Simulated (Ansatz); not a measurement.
Boltzmann transport of TiAl at constant τ

Theory: DFT PBE, scalar-relativistic, plane waves, PAW in Ansatz. Plane waves to 420 eV; Γ-centred k mesh 14×14×10; Fermi-Dirac smearing of 0.15 eV. No spin polarisation.

Relaxed structure:
```
CELL_PARAMETERS angstrom
2.82487 0.00000 0.00000
0.00000 2.82487 0.00000
0.00000 0.00000 4.07798
ATOMIC_POSITIONS crystal
Ti 0.00000 0.00000 0.00000
Al 0.50000 0.50000 0.50000
```

In a metal these results depend on the k mesh and the smearing.

Constant relaxation time and rigid bands. The levels are interpolated over the whole zone and filled by a Fermi function at the stated temperature, with the chemical potential set by the electron count. Seebeck coefficients of a few μV/K are small differences and uncertain even in sign.

**Question.** Give the Drude plasma energies, the density of states at the chemical potential and σ/τ at 300 K.

**Answer.**
```json
{
 "Plasma energy xx, yy, zz": "4.98, 4.98, 4.48 eV",
 "Density of states (thermally broadened)": "1.78 states/eV/cell",
 "Conductivity over τ, xx, yy, zz": "5.1, 5.1, 4.1 ×10²⁰ (Ω·m·s)⁻¹"
}
```

**Question.** And the Seebeck coefficient (μV/K)?

**Answer.**
```
T (K) Sxx Syy Szz
  300  -2.9  -2.9   -8.5
  600  -5.5  -5.5  -15.4
  900  -6.4  -6.4  -20.9
```

Cost: 1 run of about 1.6 core-minutes, on AMD EPYC 7R43 (Zen 3) (shared hosts).